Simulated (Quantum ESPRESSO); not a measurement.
# HfC (P6_3/mmc) in Quantum ESPRESSO: reference runs

Reference runs on HfC: the cell as given and a disturbed copy, then over a range of volumes.

All numbers are computed with Quantum ESPRESSO 7.5; they aren't measurements. Logs are shortened: lines on timing, memory, paths and dates and some standing lists are left out, and cuts for length are marked.

**1. The structure**

It takes space group P6_3/mmc (No. 194, hexagonal). Conventional cell: a = 3.343 Å, b = 3.343 Å, c = 5.203 Å, α = 90.00°, β = 90.00°, γ = 120.00°. Hf (site symmetry -6m2) is surrounded by 6 C at 2.33 Å. C (site symmetry -3m) is surrounded by 6 Hf at 2.33 Å and 2 C at 2.60 Å.

The cell comes from a database or a generator and needn't be the stable form of this composition.

**2. Single point, PBE**

Contents of pw.in:

```
&CONTROL
  calculation = 'scf'
  prefix = 'pwscf'
  outdir = './tmp'
  pseudo_dir = './pseudo'
  tprnfor = .true.
  tstress = .true.
  disk_io = 'low'
/
&SYSTEM
  ibrav = 0
  nat = 4
  ntyp = 2
  ecutwfc = 60
  ecutrho = 440
  nbnd = 24
  occupations = 'smearing'
  smearing = 'fd'
  degauss = 0.00367493
/
&ELECTRONS
  conv_thr = 8d-10
  electron_maxstep = 120
  mixing_beta = 0.5
/
ATOMIC_SPECIES
Hf   178.4900 Hf-sp.oncvpsp.upf
C     12.0110 C.pbe-n-kjpaw_psl.1.0.0.UPF
CELL_PARAMETERS angstrom
   3.3428660531    0.0000000000    0.0000000000
  -1.6714330265    2.8950069234    0.0000000000
   0.0000000000    0.0000000000    5.2027140000
ATOMIC_POSITIONS crystal
Hf     0.3333333333    0.6666666667    0.2500000000
Hf     0.6666666667    0.3333333333    0.7500000000
C      0.0000000000    0.0000000000    0.5000000000
C      0.0000000000    0.0000000000    0.0000000000
K_POINTS automatic
9 9 5 0 0 0
```

Contents of pp_density.in:

```
&INPUTPP
  prefix = 'pwscf'
  outdir = './tmp'
  filplot = 'density.dat'
  plot_num = 0
/
&PLOT
  nfile = 1
  filepp(1) = 'density.dat'
  iflag = 3
  output_format = 6
  fileout = 'density.cube'
/
```

Contents of pp_potential.in:

```
&INPUTPP
  prefix = 'pwscf'
  outdir = './tmp'
  filplot = 'potential.dat'
  plot_num = 11
/
&PLOT
  nfile = 1
  filepp(1) = 'potential.dat'
  iflag = 3
  output_format = 6
  fileout = 'potential.cube'
/
```

Potentials or basis: SSSP 1.3 efficiency PBE.

Launch:

```console
> OMP_NUM_THREADS=1 pw.x -in pw.in > pw.out
> OMP_NUM_THREADS=1 pp.x -in pp_density.in > pp_density.out
> OMP_NUM_THREADS=1 pp.x -in pp_potential.in > pp_potential.out
```

pw.out:

```text
This program is part of the open-source Quantum ESPRESSO suite
     for quantum simulation of materials; please cite
         "P. Giannozzi et al., J. Phys.:Condens. Matter 21 395502 (2009);
         "P. Giannozzi et al., J. Phys.:Condens. Matter 29 465901 (2017);
         "P. Giannozzi et al., J. Chem. Phys. 152 154105 (2020);
     in publications or presentations arising from this work. More details at

     file C.pbe-n-kjpaw_psl.1.0.0.UPF: wavefunction(s)  2S 2P renormalized
     Message from routine setup:
     using ibrav=0 with symmetry is DISCOURAGED, use correct ibrav instead

     G-vector sticks info
     --------------------
     sticks:   dense  smooth     PW     G-vecs:    dense   smooth      PW
     Sum        1213     661    199                52853    21325    3537

     Using Slab Decomposition

     bravais-lattice index     =            0
     lattice parameter (alat)  =       6.3171  a.u.
     unit-cell volume          =     339.7779 (a.u.)^3
     number of atoms/cell      =            4
     number of atomic types    =            2
     number of electrons       =        32.00
     number of Kohn-Sham states=           24
     kinetic-energy cutoff     =      60.0000  Ry
     charge density cutoff     =     440.0000  Ry
     scf convergence threshold =      8.0E-10
     mixing beta               =       0.5000
     number of iterations used =            8  plain     mixing
     Exchange-correlation= SLA  PW   PBX  PBC
                           (   1   4   3   4   0   0   0)

     celldm(1)=   6.317101  celldm(2)=   0.000000  celldm(3)=   0.000000
     celldm(4)=   0.000000  celldm(5)=   0.000000  celldm(6)=   0.000000

     crystal axes: (cart. coord. in units of alat)
               a(1) = (   1.000000   0.000000   0.000000 )
               a(2) = (  -0.500000   0.866025   0.000000 )
               a(3) = (   0.000000   0.000000   1.556363 )

     reciprocal axes: (cart. coord. in units 2 pi/alat)
               b(1) = (  1.000000  0.577350 -0.000000 )
               b(2) = (  0.000000  1.154701  0.000000 )
               b(3) = (  0.000000 -0.000000  0.642524 )

     PseudoPot. # 1 for Hf read from file:
     Hf-sp.oncvpsp.upf
     Pseudo is Norm-conserving + core correction, Zval = 12.0
     Generated using ONCVPSP code by D. R. Hamann
     Using radial grid of 1656 points,  8 beta functions with:
                l(1) =   0
                l(2) =   0
                l(3) =   1
                l(4) =   1
                l(5) =   2
                l(6) =   2
                l(7) =   3
                l(8) =   3

     PseudoPot. # 2 for C  read from file:
     C.pbe-n-kjpaw_psl.1.0.0.UPF
     Pseudo is Projector augmented-wave + core cor, Zval =  4.0
     Generated using "atomic" code by A. Dal Corso  v.5.1
     Shape of augmentation charge: PSQ
     Using radial grid of 1073 points,  4 beta functions with:
                l(1) =   0
                l(2) =   0
                l(3) =   1
                l(4) =   1
     Q(r) pseudized with 0 coefficients

     atomic species   valence    mass     pseudopotential
     Hf               12.00   178.49000     Hf( 1.00)
     C                 4.00    12.01100     C ( 1.00)

     24 Sym. Ops., with inversion, found (12 have fractional translation)

   Cartesian axes

     site n.     atom                  positions (alat units)
         1        Hf     tau(   1) = (  -0.0000000   0.5773503   0.3890908  )
         2        Hf     tau(   2) = (   0.5000000   0.2886751   1.1672725  )
         3        C      tau(   3) = (   0.0000000   0.0000000   0.7781816  )
         4        C      tau(   4) = (   0.0000000   0.0000000   0.0000000  )

     number of k points=    36  Fermi-Dirac smearing, width (Ry)=  0.0037
                       cart. coord. in units 2pi/alat
        k(    1) = (   0.0000000   0.0000000   0.0000000), wk =   0.0049383
        k(    2) = (   0.0000000   0.0000000   0.1285047), wk =   0.0098765
        k(    3) = (   0.0000000   0.0000000   0.2570094), wk =   0.0098765
        k(    4) = (   0.0000000   0.1283001   0.0000000), wk =   0.0296296
        k(    5) = (   0.0000000   0.1283001   0.1285047), wk =   0.0592593
        k(    6) = (   0.0000000   0.1283001   0.2570094), wk =   0.0592593
[... 28 lines left out ...]
        k(   35) = (   0.3333333   0.5773503   0.1285047), wk =   0.0197531
        k(   36) = (   0.3333333   0.5773503   0.2570094), wk =   0.0197531

     Dense  grid:    52853 G-vectors     FFT dimensions: (  45,  45,  72)

     Smooth grid:    21325 G-vectors     FFT dimensions: (  32,  32,  50)

     Initial potential from superposition of free atoms

     starting charge      31.9962, renormalised to      32.0000
     Starting wfcs are   28 randomized atomic wfcs

     Self-consistent Calculation

     iteration #  1     ecut=    60.00 Ry     beta= 0.50
     Davidson diagonalization with overlap
     ethr =  1.00E-02,  avg # of iterations =  2.0

     total energy              =    -262.26643372 Ry
     estimated scf accuracy    <       1.20765940 Ry

     iteration #  2     ecut=    60.00 Ry     beta= 0.50
     Davidson diagonalization with overlap
     ethr =  3.77E-03,  avg # of iterations =  3.2

     total energy              =    -262.68509392 Ry
     estimated scf accuracy    <       0.56205329 Ry

     iteration #  3     ecut=    60.00 Ry     beta= 0.50
     Davidson diagonalization with overlap
     ethr =  1.76E-03,  avg # of iterations =  1.8

     total energy              =    -262.74268900 Ry
     estimated scf accuracy    <       0.02423277 Ry

     iteration #  4     ecut=    60.00 Ry     beta= 0.50
     Davidson diagonalization with overlap
     ethr =  7.57E-05,  avg # of iterations =  5.2

     total energy              =    -262.75166780 Ry
     estimated scf accuracy    <       0.05385244 Ry

     iteration #  5     ecut=    60.00 Ry     beta= 0.50
     Davidson diagonalization with overlap
     ethr =  7.57E-05,  avg # of iterations =  2.6

     total energy              =    -262.75827434 Ry
     estimated scf accuracy    <       0.00131560 Ry

     iteration #  6     ecut=    60.00 Ry     beta= 0.50
     Davidson diagonalization with overlap
     ethr =  4.11E-06,  avg # of iterations =  6.9

     total energy              =    -262.75885831 Ry
     estimated scf accuracy    <       0.00007977 Ry

     iteration #  7     ecut=    60.00 Ry     beta= 0.50
     Davidson diagonalization with overlap
     ethr =  2.49E-07,  avg # of iterations =  2.1
[... 18 lines left out ...]
     iteration # 10     ecut=    60.00 Ry     beta= 0.50
     Davidson diagonalization with overlap
     ethr =  5.26E-10,  avg # of iterations =  3.9

     total energy              =    -262.75883454 Ry
     estimated scf accuracy    <       0.00000089 Ry

     iteration # 11     ecut=    60.00 Ry     beta= 0.50
     Davidson diagonalization with overlap
     ethr =  5.26E-10,  avg # of iterations =  2.9

     total energy              =    -262.75883459 Ry
     estimated scf accuracy    <       0.00000012 Ry

     iteration # 12     ecut=    60.00 Ry     beta= 0.50
     Davidson diagonalization with overlap
     ethr =  3.81E-10,  avg # of iterations =  1.2

     total energy              =    -262.75883457 Ry
     estimated scf accuracy    <       0.00000006 Ry

     iteration # 13     ecut=    60.00 Ry     beta= 0.50
     Davidson diagonalization with overlap
     ethr =  1.77E-10,  avg # of iterations =  3.4

     total energy              =    -262.75883458 Ry
     estimated scf accuracy    <          2.5E-09 Ry

     iteration # 14     ecut=    60.00 Ry     beta= 0.50
     Davidson diagonalization with overlap
     ethr =  7.84E-12,  avg # of iterations =  3.8

     End of self-consistent calculation

          k = 0.0000 0.0000 0.0000 (  2659 PWs)   bands (ev):

   -45.5985 -45.5494 -14.7322 -14.1611 -14.1611 -14.0717 -14.0717 -13.9915
     2.8704   7.2296   9.0054  12.7543  12.7543  14.6579  14.6579  16.9100
    17.3213  17.3213  17.7861  17.7861  18.1662  19.3293  19.8807  23.9911

          k = 0.0000 0.0000 0.1285 (  2688 PWs)   bands (ev):

   -45.5939 -45.5541 -14.6660 -14.1526 -14.1526 -14.0802 -14.0802 -14.0672
     3.1343   6.3012  10.0702  12.7984  12.7984  14.1744  14.1744  15.7591
    18.1170  18.1170  18.2132  18.2132  18.4545  19.5588  20.5219  23.3710

          k = 0.0000 0.0000 0.2570 (  2664 PWs)   bands (ev):

   -45.5816 -45.5664 -14.4885 -14.2601 -14.1303 -14.1303 -14.1026 -14.1026
     3.8799   4.9909  11.8295  13.0025  13.0025  13.4694  13.4694  13.7850
    19.3294  19.3294  19.3582  19.5800  19.5800  20.0480  20.8220  21.2102

          k = 0.0000 0.1283 0.0000 (  2679 PWs)   bands (ev):

   -45.5947 -45.5482 -14.7036 -14.2182 -14.1828 -14.1250 -14.0741 -14.0025
     3.1122   7.1085   9.2773  12.2173  12.9489  14.1880  14.2581  16.3120
    17.3194  17.3765  17.6263  18.4374  19.3910  20.4327  20.5645  23.4350

          k = 0.0000 0.1283 0.1285 (  2673 PWs)   bands (ev):

   -45.5903 -45.5526 -14.6450 -14.2062 -14.1725 -14.1575 -14.0846 -14.0484
     3.3587   6.3120  10.2123  12.3238  12.9698  13.8799  13.9422  15.6233
    16.9757  17.8796  18.6898  19.1426  19.1761  20.5752  21.0152  22.1514

          k = 0.0000 0.1283 0.2570 (  2665 PWs)   bands (ev):

   -45.5787 -45.5643 -14.4893 -14.2961 -14.1671 -14.1454 -14.1171 -14.1119
     4.0568   5.0982  11.8543  12.6274  13.1143  13.2523  13.4693  13.8043
    18.1008  18.8683  19.3191  19.4920  20.0137  20.0753  21.3096  21.5367

          k = 0.0000 0.2566 0.0000 (  2671 PWs)   bands (ev):

   -45.5845 -45.5454 -14.6248 -14.3641 -14.2527 -14.2320 -14.0858 -14.0365
     3.7559   6.8077   9.9106  11.3167  13.3921  13.4745  13.5107  15.1063
    17.2176  18.3033  18.5033  19.6921  21.0333  21.1117  22.2344  22.3885

          k = 0.0000 0.2566 0.1285 (  2658 PWs)   bands (ev):

   -45.5808 -45.5492 -14.5969 -14.3418 -14.2823 -14.2182 -14.0999 -14.0607
     3.9505   6.2782  10.5950  11.4904  13.2517  13.3016  13.5468  15.0246
    16.4919  18.4220  19.0330  20.1247  20.2970  20.7724  22.1724  22.3098
[... 139 lines left out ...]
          k = 0.2222 0.5132 0.1285 (  2669 PWs)   bands (ev):

   -45.5552 -45.5461 -14.6041 -14.5130 -14.4182 -14.2910 -14.2429 -14.1433
     5.4329   6.0754  10.5699  11.6748  11.9131  12.5742  13.2741  15.4404
    16.2949  18.4241  19.7471  21.1097  21.7310  21.9332  22.8729  23.3391

          k = 0.2222 0.5132 0.2570 (  2678 PWs)   bands (ev):

   -45.5524 -45.5489 -14.6138 -14.5830 -14.4107 -14.3463 -14.1464 -14.1069
     5.5878   5.8257  10.7463  11.1471  12.6623  13.1739  13.4509  14.1065
    16.8807  17.8146  19.7072  20.3668  21.7956  22.0838  23.0559  23.4200

          k = 0.3333 0.5774 0.0000 (  2670 PWs)   bands (ev):

   -45.5494 -45.5494 -14.5981 -14.4031 -14.4031 -14.3163 -14.2760 -14.2760
     5.5239   6.1434  11.5172  11.5558  11.5558  12.2869  12.2869  16.4407
    16.8727  16.8727  20.8478  20.8478  21.5524  21.8597  24.1359  24.1359

          k = 0.3333 0.5774 0.1285 (  2679 PWs)   bands (ev):

   -45.5494 -45.5494 -14.5720 -14.4818 -14.4818 -14.3441 -14.1947 -14.1947
     5.5752   6.0734  11.1205  11.1205  11.8517  12.8036  12.8036  15.6671
    17.1015  17.1015  20.2937  20.2937  22.0813  22.1245  23.7498  23.7498

          k = 0.3333 0.5774 0.2570 (  2682 PWs)   bands (ev):

   -45.5494 -45.5494 -14.5538 -14.5538 -14.5028 -14.4158 -14.1182 -14.1182
     5.7155   5.9041  10.7380  10.7380  12.7942  13.3265  13.3265  14.1779
    17.6287  17.6287  19.3830  19.3830  22.6704  22.9328  23.0530  23.0531

     the Fermi energy is    15.8330 ev

!    total energy              =    -262.75883458 Ry
     estimated scf accuracy    <          1.6E-11 Ry
     smearing contrib. (-TS)   =      -0.00033539 Ry
     internal energy E=F+TS    =    -262.75849919 Ry

     The total energy is F=E-TS. E is the sum of the following terms:
     one-electron contribution =     -20.14361159 Ry
     hartree contribution      =      26.61248859 Ry
     xc contribution           =     -66.42308487 Ry
     ewald contribution        =    -190.46015019 Ry
     one-center paw contrib.   =     -12.34414111 Ry

     convergence has been achieved in  14 iterations

     Forces acting on atoms (cartesian axes, Ry/au):

     atom    1 type  1   force =     0.00000000    0.00000000   -0.00000000
     atom    2 type  1   force =     0.00000000   -0.00000000    0.00000000
     atom    3 type  2   force =     0.00000000    0.00000000    0.00000000
     atom    4 type  2   force =     0.00000000    0.00000000    0.00000000

     Total force =     0.000000     Total SCF correction =     0.000000

     Computing stress (Cartesian axis) and pressure

          total   stress  (Ry/bohr**3)                   (kbar)     P=       -4.84
  -0.00012852   0.00000000   0.00000000          -18.91        0.00        0.00
   0.00000000  -0.00012852   0.00000000            0.00      -18.91        0.00
   0.00000000   0.00000000   0.00015830            0.00        0.00       23.29

=------------------------------------------------------------------------------=
   JOB DONE.
=------------------------------------------------------------------------------=
```

Run time: 56 s. Hardware: 1 thread of Arm Neoverse V1, shared host; peak memory 0.15 GiB.

Results:

* Free energy: -3575.0161 eV
* Pressure: -0.5 GPa
* Band gap on the k mesh: none (metal or under the smearing width)

Stress tensor (GPa, compression positive):
```
-1.89  0.00  0.00
 0.00 -1.89  0.00
 0.00  0.00  2.33
```

Levels at points of the mesh, in eV from the Fermi level:
```
           k point  band 13  band 14  band 15  band 16  band 17  band 18  band 19  band 20
(0.00, 0.00, 0.00)    -3.08    -1.18    -1.18     1.08     1.49     1.49     1.95     1.95
```

(Part 1 of 3 ends here.)
